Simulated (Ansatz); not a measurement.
A relaxation computed with Ansatz, from input to last step.

```yaml
crystal:
  lattice:
    - [4.3186088774, 0.0, 0.0]
    - [-2.1593044387, 3.7400249969, 0.0]
    - [0.0, 0.0, 5.9657427861]
  atoms:
    - { symbol: Te, position: [0.2847388753, 0.0, 0.3333333333] }
    - { symbol: Te, position: [0.0, 0.2847388753, 0.6666666667] }
    - { symbol: Te, position: [0.7152611247, 0.7152611247, 0.0] }
basis:
  ecutwfc: 420
kpoints:
  mp_grid: { grid: [12, 12, 8] }
hamiltonian:
  xc: pbesol
scf:
  occupations: { method: gaussian, width: 0.1 }
output:
  forces: true
  stress: true
  eigenvalues: true
relax:
  adjacent_minimum: "off"
  f_tol: 0.005
  max_steps: 50
  cell: { stress_tol: 0.05 }
```

```bash
ansatz run input.yaml --threads 1 --pin off --max-ram 2560MiB --backend cpu --events-out ev --progress --plain --runs-dir out
```

Method: DFT PBEsol, scalar-relativistic, plane waves, PAW in Ansatz 0.2.0.

Of 4 frames 3 are shown, positions in Å and forces in eV/Å; the SCF threshold varies from step to step. Steps run on the plane waves of an earlier cell, with a Pulay correction in the pressure. The basis is chosen afresh for the last frame, the zero of the energies, and at times for earlier ones too; energy and pressure can step there, also at an unchanged geometry. Where two frames share a geometry here, they differ by under 2 meV/atom and 0.3 GPa.

```xyz
3
Lattice="4.3186 0.0000 0.0000 -2.1593 3.7400 0.0000 0.0000 0.0000 5.9657" Properties=species:S:1:pos:R:3:forces:R:3 pbc="T T T" step=1 free_energy_over_end_meV_per_atom=0.10 pressure_GPa=-0.22
Te    1.2297    0.0000    1.9886   -0.0221    0.0000    0.0000
Te   -0.6148    1.0649    3.9772    0.0110   -0.0191    0.0000
Te    1.5445    2.6751    0.0000    0.0110    0.0191    0.0000
3
Lattice="4.3115 0.0000 0.0000 -2.1558 3.7339 0.0000 0.0000 0.0000 5.9482" Properties=species:S:1:pos:R:3:forces:R:3 pbc="T T T" step=2 free_energy_over_end_meV_per_atom=0.03 pressure_GPa=0.19
Te    1.2250    0.0000    1.9827    0.0133    0.0000    0.0000
Te   -0.6125    1.0609    3.9655   -0.0067    0.0115    0.0000
Te    1.5433    2.6730    0.0000   -0.0067   -0.0115    0.0000
3
Lattice="4.3153 0.0000 0.0000 -2.1576 3.7371 0.0000 0.0000 0.0000 5.9559" Properties=species:S:1:pos:R:3:forces:R:3 pbc="T T T" step=4 free_energy_over_end_meV_per_atom=0.00 pressure_GPa=0.00
Te    1.2270    0.0000    1.9853   -0.0023    0.0000    0.0000
Te   -0.6135    1.0626    3.9706    0.0011   -0.0020    0.0000
Te    1.5441    2.6745    0.0000    0.0011    0.0020    0.0000
```

The run took 2.1 min on 1 thread of Arm Neoverse V1 (shared host), peak memory 0.53 GiB.